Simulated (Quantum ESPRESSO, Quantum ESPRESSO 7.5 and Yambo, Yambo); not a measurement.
# A GW chain in Yambo: LiBr (Fm-3m)

Wanted: ground state, empty states, screening and self-energy for LiBr (Fm-3m).

Method: PBE and many-body steps on it, plane waves, in Quantum ESPRESSO 7.5 and Yambo 5.3.0.

## (1) Set-up

Symmetry: Fm-3m, No. 225, cubic system. The conventional cell has a = 5.501 Å, b = 5.501 Å, c = 5.501 Å, α = 90.00°, β = 90.00°, γ = 90.00°. Li has 6 Br at 2.75 Å nearest. Nearest to Br lie 6 Li at 2.75 Å. Farther neighbours and most contacts between anions are not listed.

The cell and positions come from the Crystallography Open Database and are kept as given unless a step says otherwise.

## (2) Ground state

This step: Quantum ESPRESSO 7.5; DFT, PBE, plane waves, norm-conserving pseudopotentials.

The ground-state density comes first.

The input, pw.in:

```
&control
  calculation = 'scf'
  prefix = 'x'
  outdir = 'o'
  pseudo_dir = 'pseudo'
/
&system
  ibrav = 0
  nat = 2
  ntyp = 2
  ecutwfc = 76.0
  nbnd = 15
  force_symmorphic = .true.
/
&electrons
  conv_thr = 1e-10
  electron_maxstep = 80
  mixing_beta = 0.5
/
ATOMIC_SPECIES
  Li 6.94 Li.upf
  Br 79.904 Br.upf
CELL_PARAMETERS angstrom
  0.0000000000 2.7506500000 2.7506500000
  2.7506500000 0.0000000000 2.7506500000
  2.7506500000 2.7506500000 0.0000000000
ATOMIC_POSITIONS crystal
  Li 0.0000000000 0.0000000000 0.0000000000
  Br 0.5000000000 0.5000000000 0.5000000000
K_POINTS automatic
  6 6 6 0 0 0
```

Run with:

```sh
> OMP_NUM_THREADS=1 mpirun -n 4 pw.x -nk 4 -in pw.in > pw.out
```

Log:

```text
Program PWSCF v.7.5 starts

     This program is part of the open-source Quantum ESPRESSO suite
     for quantum simulation of materials; please cite
         "P. Giannozzi et al., J. Phys.:Condens. Matter 21 395502 (2009);
         "P. Giannozzi et al., J. Phys.:Condens. Matter 29 465901 (2017);
         "P. Giannozzi et al., J. Chem. Phys. 152 154105 (2020);
     in publications or presentations arising from this work. More details at
     Message from routine setup:
     using ibrav=0 with symmetry is DISCOURAGED, use correct ibrav instead

     G-vector sticks info

     bravais-lattice index     =            0
     lattice parameter (alat)  =       7.3510  a.u.
     unit-cell volume          =     280.8876 (a.u.)^3
     number of atoms/cell      =            2
     number of atomic types    =            2
     number of electrons       =        20.00
     number of Kohn-Sham states=           15
     kinetic-energy cutoff     =      76.0000  Ry
     charge density cutoff     =     304.0000  Ry
     scf convergence threshold =      1.0E-10
     mixing beta               =       0.5000
     number of iterations used =            8  plain     mixing
     Exchange-correlation= PBE
                           (   1   4   3   4   0   0   0)

     celldm(1)=   7.351047  celldm(2)=   0.000000  celldm(3)=   0.000000
     celldm(4)=   0.000000  celldm(5)=   0.000000  celldm(6)=   0.000000

     crystal axes: (cart. coord. in units of alat)
               a(1) = (   0.000000   0.707107   0.707107 )
               a(2) = (   0.707107   0.000000   0.707107 )
               a(3) = (   0.707107   0.707107   0.000000 )

     reciprocal axes: (cart. coord. in units 2 pi/alat)
               b(1) = ( -0.707107  0.707107  0.707107 )
               b(2) = (  0.707107 -0.707107  0.707107 )
               b(3) = (  0.707107  0.707107 -0.707107 )
     Pseudo is Norm-conserving, Zval =  3.0
     Generated using ONCVPSP code by D. R. Hamann
     Using radial grid of 1944 points,  4 beta functions with:
     Pseudo is Norm-conserving + core correction, Zval = 17.0
     Generated using ONCVPSP code by D. R. Hamann
     Using radial grid of 1098 points,  6 beta functions with:
     Li                3.00     6.94000     Li( 1.00)
     Br               17.00    79.90400     Br( 1.00)

     48 Sym. Ops., with inversion, found

   Cartesian axes

     site n.     atom                  positions (alat units)
         1        Li     tau(   1) = (   0.0000000   0.0000000   0.0000000  )
         2        Br     tau(   2) = (   0.7071068   0.7071068   0.7071068  )

     number of k points=    16
                       cart. coord. in units 2pi/alat
        k(    1) = (   0.0000000   0.0000000   0.0000000), wk =   0.0092593
        k(    2) = (   0.1178511   0.1178511  -0.1178511), wk =   0.0740741
        k(    3) = (   0.2357023   0.2357023  -0.2357023), wk =   0.0740741
        k(    4) = (  -0.3535534  -0.3535534   0.3535534), wk =   0.0370370
        k(    5) = (   0.2357023   0.0000000  -0.0000000), wk =   0.0555556
        k(    6) = (   0.3535534   0.1178511  -0.1178511), wk =   0.2222222
        k(    7) = (  -0.2357023  -0.4714045   0.4714045), wk =   0.2222222
        k(    8) = (  -0.1178511  -0.3535534   0.3535534), wk =   0.2222222
        k(    9) = (   0.0000000  -0.2357023   0.2357023), wk =   0.1111111
        k(   10) = (   0.4714045   0.0000000  -0.0000000), wk =   0.0555556
     [... 4 further rows ...]
        k(   15) = (  -0.1178511  -0.3535534   0.5892557), wk =   0.2222222
        k(   16) = (  -0.7071068   0.2357023   0.0000000), wk =   0.1111111

     Dense  grid:    25125 G-vectors     FFT dimensions: (  45,  45,  45)

     Initial potential from superposition of free atoms

     starting charge      19.9954, renormalised to      20.0000
     Starting wfcs are   11 randomized atomic wfcs +    4 random wfcs

     per-process dynamical memory:    23.6 Mb

     Self-consistent Calculation

     iteration #  1     ecut=    76.00 Ry     beta= 0.50

     Threshold (ethr) on eigenvalues was too large:
     Diagonalizing with lowered threshold

     total energy              =    -285.38610764 Ry
     estimated scf accuracy    <       0.01162526 Ry

     iteration #  2     ecut=    76.00 Ry     beta= 0.50

     total energy              =    -285.38774948 Ry
     estimated scf accuracy    <       0.00095067 Ry

     iteration #  3     ecut=    76.00 Ry     beta= 0.50

     total energy              =    -285.38792457 Ry
     estimated scf accuracy    <       0.00014945 Ry

     iteration #  4     ecut=    76.00 Ry     beta= 0.50

     total energy              =    -285.38794862 Ry
     estimated scf accuracy    <       0.00000380 Ry

     iteration #  5     ecut=    76.00 Ry     beta= 0.50

     total energy              =    -285.38794979 Ry
     estimated scf accuracy    <       0.00000005 Ry

     iteration #  6     ecut=    76.00 Ry     beta= 0.50

     total energy              =    -285.38794980 Ry
     estimated scf accuracy    <          7.6E-09 Ry

     iteration #  7     ecut=    76.00 Ry     beta= 0.50

     total energy              =    -285.38794980 Ry
     estimated scf accuracy    <          3.1E-09 Ry

     iteration #  8     ecut=    76.00 Ry     beta= 0.50

     total energy              =    -285.38794980 Ry
     estimated scf accuracy    <          1.3E-10 Ry

     iteration #  9     ecut=    76.00 Ry     beta= 0.50

     End of self-consistent calculation

          k = 0.0000 0.0000 0.0000 (  3143 PWs)   bands (ev):

   -55.1748 -55.1748 -55.1720 -55.1720 -55.1720 -40.6647  -9.7462   3.6882
     3.6882   3.6882   8.6263  14.2095  14.2095  14.2095  15.9383

          k = 0.1179 0.1179-0.1179 (  3122 PWs)   bands (ev):

   -55.1748 -55.1748 -55.1720 -55.1720 -55.1720 -40.6645  -9.6375   2.7517
     3.6171   3.6171   9.4065  13.2713  13.6636  13.6636  15.2892

          k = 0.2357 0.2357-0.2357 (  3136 PWs)   bands (ev):

   -55.1748 -55.1748 -55.1720 -55.1720 -55.1720 -40.6640  -9.4035   1.3843
     3.4869   3.4869   9.5599  12.2979  12.2979  14.2103  16.9874

          k =-0.3536-0.3536 0.3536 (  3142 PWs)   bands (ev):

     [... further k-points ...]

     highest occupied, lowest unoccupied level (ev):     3.6882    8.6263

!    total energy              =    -285.38794980 Ry
     estimated scf accuracy    <          4.5E-12 Ry

     The total energy is the sum of the following terms:
     one-electron contribution =    -183.89644846 Ry
     hartree contribution      =      88.58526492 Ry
     xc contribution           =     -47.95972976 Ry
     ewald contribution        =    -142.11703649 Ry

     convergence has been achieved in   9 iterations

     XML data file, charge density, pseudopotentials, collected wavefunctions

=------------------------------------------------------------------------------=
   JOB DONE.
=------------------------------------------------------------------------------=
```

The job ended after 5 s (4 MPI ranks of Arm Neoverse V1, shared host; peak memory 0.24 GiB; 20 s of CPU time).

Numbers from this step:

```yaml
total_energy: -3882.9009 eV
gap: 4.938 eV
k_of_the_valence_top: 0, 0, 0
k_of_the_conduction_bottom: 0, 0, 0
least_direct_gap: 4.938 eV
```

The gap is direct, at Γ.

## (3) Bands along the symmetry lines

The cheap functional maps the bands first; the places of the edges decide which points the dearer methods must see.

The input, pw.in:

```
&control
  calculation = 'bands'
  prefix = 'x'
  outdir = 'o'
  pseudo_dir = 'pseudo'
/
&system
  ibrav = 0
  nat = 2
  ntyp = 2
  ecutwfc = 76.0
  nbnd = 16
  force_symmorphic = .true.
/
&electrons
  conv_thr = 1e-9
  electron_maxstep = 80
  diago_full_acc = .true.
  diago_thr_init = 5e-6
/
ATOMIC_SPECIES
  Li 6.94 Li.upf
  Br 79.904 Br.upf
CELL_PARAMETERS angstrom
  0.0000000000 2.7506500000 2.7506500000
  2.7506500000 0.0000000000 2.7506500000
  2.7506500000 2.7506500000 0.0000000000
ATOMIC_POSITIONS crystal
  Li 0.0000000000 0.0000000000 0.0000000000
  Br 0.5000000000 0.5000000000 0.5000000000
K_POINTS crystal
  50
  0.00000000 0.00000000 0.00000000 1
  0.06250000 0.00000000 0.06250000 1
  0.12500000 0.00000000 0.12500000 1
  0.18750000 0.00000000 0.18750000 1
  0.25000000 0.00000000 0.25000000 1
  0.31250000 0.00000000 0.31250000 1
  0.37500000 0.00000000 0.37500000 1
  0.43750000 0.00000000 0.43750000 1
  0.50000000 0.00000000 0.50000000 1
  0.51562500 0.03125000 0.51562500 1
  0.53125000 0.06250000 0.53125000 1
  0.54687500 0.09375000 0.54687500 1
  0.56250000 0.12500000 0.56250000 1
  0.57812500 0.15625000 0.57812500 1
  0.59375000 0.18750000 0.59375000 1
  0.60937500 0.21875000 0.60937500 1
  0.62500000 0.25000000 0.62500000 1
  0.37500000 0.37500000 0.75000000 1
  0.32812500 0.32812500 0.65625000 1
  0.28125000 0.28125000 0.56250000 1
  0.23437500 0.23437500 0.46875000 1
  0.18750000 0.18750000 0.37500000 1
  0.14062500 0.14062500 0.28125000 1
  0.09375000 0.09375000 0.18750000 1
  0.04687500 0.04687500 0.09375000 1
  0.00000000 0.00000000 0.00000000 1
  0.06250000 0.06250000 0.06250000 1
  0.12500000 0.12500000 0.12500000 1
  0.18750000 0.18750000 0.18750000 1
  0.25000000 0.25000000 0.25000000 1
  0.31250000 0.31250000 0.31250000 1
  0.37500000 0.37500000 0.37500000 1
  0.43750000 0.43750000 0.43750000 1
  0.50000000 0.50000000 0.50000000 1
  0.50000000 0.46875000 0.53125000 1
  0.50000000 0.43750000 0.56250000 1
  0.50000000 0.40625000 0.59375000 1
  0.50000000 0.37500000 0.62500000 1
  0.50000000 0.34375000 0.65625000 1
  0.50000000 0.31250000 0.68750000 1
  0.50000000 0.28125000 0.71875000 1
  0.50000000 0.25000000 0.75000000 1
  0.50000000 0.21875000 0.71875000 1
  0.50000000 0.18750000 0.68750000 1
  0.50000000 0.15625000 0.65625000 1
  0.50000000 0.12500000 0.62500000 1
  0.50000000 0.09375000 0.59375000 1
  0.50000000 0.06250000 0.56250000 1
  0.50000000 0.03125000 0.53125000 1
  0.50000000 0.00000000 0.50000000 1
```

Log:

```text
[banner, memory and clock lines left out]
Program PWSCF v.7.5 starts

     Atomic positions and unit cell read from directory:
     o/x.save/

     Message from routine setup:
     using ibrav=0 with symmetry is DISCOURAGED, use correct ibrav instead

     G-vector sticks info

     bravais-lattice index     =            0
     lattice parameter (alat)  =       7.3510  a.u.
     unit-cell volume          =     280.8876 (a.u.)^3
     number of atoms/cell      =            2
     number of atomic types    =            2
     number of electrons       =        20.00
     number of Kohn-Sham states=           16
     kinetic-energy cutoff     =      76.0000  Ry
     charge density cutoff     =     304.0000  Ry
     Exchange-correlation= PBE
                           (   1   4   3   4   0   0   0)

     celldm(1)=   7.351047  celldm(2)=   0.000000  celldm(3)=   0.000000
     celldm(4)=   0.000000  celldm(5)=   0.000000  celldm(6)=   0.000000

     crystal axes: (cart. coord. in units of alat)
               a(1) = (   0.000000   0.707107   0.707107 )
               a(2) = (   0.707107   0.000000   0.707107 )
               a(3) = (   0.707107   0.707107   0.000000 )

     reciprocal axes: (cart. coord. in units 2 pi/alat)
               b(1) = ( -0.707107  0.707107  0.707107 )
               b(2) = (  0.707107 -0.707107  0.707107 )
               b(3) = (  0.707107  0.707107 -0.707107 )
     Pseudo is Norm-conserving, Zval =  3.0
     Generated using ONCVPSP code by D. R. Hamann
     Using radial grid of 1944 points,  4 beta functions with:
     Pseudo is Norm-conserving + core correction, Zval = 17.0
     Generated using ONCVPSP code by D. R. Hamann
     Using radial grid of 1098 points,  6 beta functions with:
     Li                3.00     6.94000     Li( 1.00)
     Br               17.00    79.90400     Br( 1.00)

     48 Sym. Ops., with inversion, found

   Cartesian axes

     site n.     atom                  positions (alat units)
         1        Li     tau(   1) = (   0.0000000   0.0000000   0.0000000  )
         2        Br     tau(   2) = (   0.7071068   0.7071068   0.7071068  )

     number of k points=    50
                       cart. coord. in units 2pi/alat
        k(    1) = (   0.0000000   0.0000000   0.0000000), wk =   0.0400000
        k(    2) = (   0.0000000   0.0883883   0.0000000), wk =   0.0400000
        k(    3) = (   0.0000000   0.1767767   0.0000000), wk =   0.0400000
[...]
[... 38 further rows ...]
        k(   49) = (   0.0441942   0.7071068   0.0000000), wk =   0.0400000
        k(   50) = (   0.0000000   0.7071068   0.0000000), wk =   0.0400000

     Dense  grid:    25125 G-vectors     FFT dimensions: (  45,  45,  45)

     The potential is recalculated from file :
     o/x.save/charge-density

     Starting wfcs are   11 randomized atomic wfcs +    5 random wfcs

     Band Structure Calculation

     End of band structure calculation

          k = 0.0000 0.0000 0.0000 (  3143 PWs)   bands (ev):

   -55.1748 -55.1748 -55.1721 -55.1721 -55.1721 -40.6647  -9.7462   3.6882
     3.6882   3.6882   8.6263  14.2095  14.2095  14.2095  15.9383  15.9383

          k = 0.0000 0.0884 0.0000 (  3135 PWs)   bands (ev):

   -55.1748 -55.1748 -55.1721 -55.1720 -55.1720 -40.6647  -9.7246   3.5395
[...]
k = 0.0000 0.1768 0.0000 (  3139 PWs)   bands (ev):

[...]
k =-0.0000 0.2652 0.0000 (  3147 PWs)   bands (ev):

[...]
k = 0.0000 0.4419-0.0000 (  3130 PWs)   bands (ev):

[...]
k =-0.0000 0.5303 0.0000 (  3138 PWs)   bands (ev):

[...]
k = 0.0000 0.6187-0.0000 (  3146 PWs)   bands (ev):

[...]
k = 0.4640 0.4640-0.0000 (  3150 PWs)   bands (ev):

[...]
k = 0.3315 0.3315-0.0000 (  3124 PWs)   bands (ev):

[...]
k = 0.3094 0.7071-0.0000 (  3146 PWs)   bands (ev):

[...]
k = 0.2210 0.7071-0.0000 (  3160 PWs)   bands (ev):

[...]
k = 0.1768 0.7071-0.0000 (  3150 PWs)   bands (ev):

[...]
k = 0.0442 0.7071 0.0000 (  3162 PWs)   bands (ev):

[...]
k = 0.0000 0.7071 0.0000 (  3138 PWs)   bands (ev):

   -55.1748 -55.1747 -55.1721 -55.1719 -55.1719 -40.6634  -9.0869   0.8143
     2.5541   2.5541   9.9354  10.8135  15.3071  16.1263  16.1263  19.4920

     XML data file, pseudopotentials, collected wavefunctions
```

The job ended after 4.2 s (4 MPI ranks; peak memory 0.21 GiB).

This step gave:

```yaml
gap: 4.933 eV
k_of_the_valence_top: 0.0938, 0.0938, 0.1875
k_of_the_conduction_bottom: 0, 0, 0
least_direct_gap: 4.938 eV
```

The gap is 4.933 eV, −0.005 eV from the run before at this level.

The electronic bands at the labelled points (eV, zero at the top of the highest filled band):

| point | band 7 | band 8 | band 9 | band 10 | band 11 | band 12 | band 13 | band 14 |
| --- | --- | --- | --- | --- | --- | --- | --- | --- |
| Γ | -13.44 | 0.00 | 0.00 | 0.00 | 4.93 | 10.52 | 10.52 | 10.52 |
| halfway | -13.13 | -1.59 | -0.62 | -0.62 | 7.16 | 8.25 | 8.36 | 11.05 |
| X | -12.78 | -2.88 | -1.14 | -1.14 | 6.24 | 7.12 | 11.61 | 12.43 |
| halfway | -12.78 | -2.78 | -1.38 | -1.06 | 6.43 | 7.55 | 11.30 | 11.59 |
| U | -12.80 | -2.49 | -1.85 | -0.86 | 6.64 | 8.73 | 10.30 | 10.57 |
| jump to K | -12.80 | -2.49 | -1.85 | -0.86 | 6.64 | 8.73 | 10.30 | 10.57 |
| halfway | -13.12 | -1.81 | -0.90 | -0.09 | 6.72 | 8.86 | 8.96 | 9.34 |
| Γ | -13.44 | 0.00 | 0.00 | 0.00 | 4.93 | 10.52 | 10.52 | 10.52 |
| halfway | -13.22 | -1.68 | -0.14 | -0.14 | 5.97 | 9.20 | 9.20 | 9.74 |
| L | -12.97 | -2.88 | -0.27 | -0.27 | 5.63 | 8.11 | 8.11 | 11.75 |
| halfway | -12.88 | -2.60 | -1.34 | -0.61 | 7.06 | 7.88 | 9.22 | 10.67 |
| W | -12.78 | -2.14 | -2.14 | -1.14 | 8.01 | 8.57 | 9.45 | 9.45 |
| halfway | -12.78 | -2.68 | -1.47 | -1.14 | 6.76 | 7.83 | 10.60 | 10.99 |
| X | -12.78 | -2.88 | -1.14 | -1.14 | 6.24 | 7.12 | 11.61 | 12.43 |

The electronic bands as a text plot (rows in eV, shown from -8.0 to 10.6 only):

```
   10.2 |++++     +       ++       ++++++++  ++        ++  ++
    9.4 |  ++   ++         ++++++++++    ++++         +++++ +
    8.6 |    +++         ++ +++++            +++    ++   ++++
    7.9 |       ++     ++                       ++++++++++++ ++
    7.1 |     +++++++++    ++++++                     +     ++ ++
    6.3 |    +    +++++++++      ++         +       ++        +++
    5.5 |  ++                      +++   +++ +++++++
    4.8 |++                           +++
    4.0 |
    3.2 |
    2.4 |
    1.7 |
    0.9 |
    0.1 |****                 *******************
   -0.6 |  ********     ******  *****    **      ********
   -1.4 |    ***   *******  **** **        **         ** ********
   -2.2 |       ***      ********            ***       ******
   -3.0 |          ******                       *******      ****
   -3.7 |
   -4.5 |
   -5.3 |
   -6.1 |
   -6.8 |
   -7.6 |
         Γ           X  U|K            Γ         L        W     X
```

(Continued in part 2 of 2.)

[Paths, hosts, dates, memory and timing lines, banners, echoed tables and standing remarks are left out of the program output.]

[Logs are printed without paths, hosts, clocks, repeated set-up lines and the standing remarks that a program may print on its own settings, such as how far it seeks lower states.]

[Runs of the session that timed out or met a known fault of the program may be left out.]

[Hosts, paths, dates, database ids (printed as entryN), source tags and the programs' standing remarks are cut or masked in the printed files.]
